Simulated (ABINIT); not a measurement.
## HgTe (Coloradoite): single point with PBE

The system is HgTe (Coloradoite).

```xyz
2
Lattice="0.0000 3.2145 3.2145 3.2145 0.0000 3.2145 3.2145 3.2145 0.0000" Properties=species:S:1:pos:R:3 pbc="T T T"
Hg    0.0000    0.0000    0.0000
Te    4.8217    4.8217    4.8217
```

- Program: ABINIT 10.8.3 (patched build)
- Task: single point
- Functional: PBE
- Potentials or basis: PseudoDojo NC FR PBE v0.4 standard
- Cutoff: 925 eV
- k mesh: 5 × 5 × 5
- Occupations: fermi-dirac, width 0.05 eV
- Spin: spin-orbit coupling, no magnetisation

* Pressure: 4.1 GPa
* Band gap on the k mesh: none (metal or under the smearing width)
* Valence electrons inside the program's atomic spheres: Hg 16.49; Te 11.94

Levels at points of the mesh, in eV from the Fermi level:
| k point | band 34 | band 35 | band 36 | band 37 | band 38 | band 39 |
| --- | --- | --- | --- | --- | --- | --- |
| (0.00, 0.00, 0.00) | -0.78 | 0.00 | 0.00 | 0.00 | 0.00 | 3.06 |

It took 63 s on 4 MPI ranks on Arm Neoverse V2, with other jobs on the host, peak memory 0.4 GiB a rank.

Caveat: the cutoff is short for stress, so the pressure is rough.
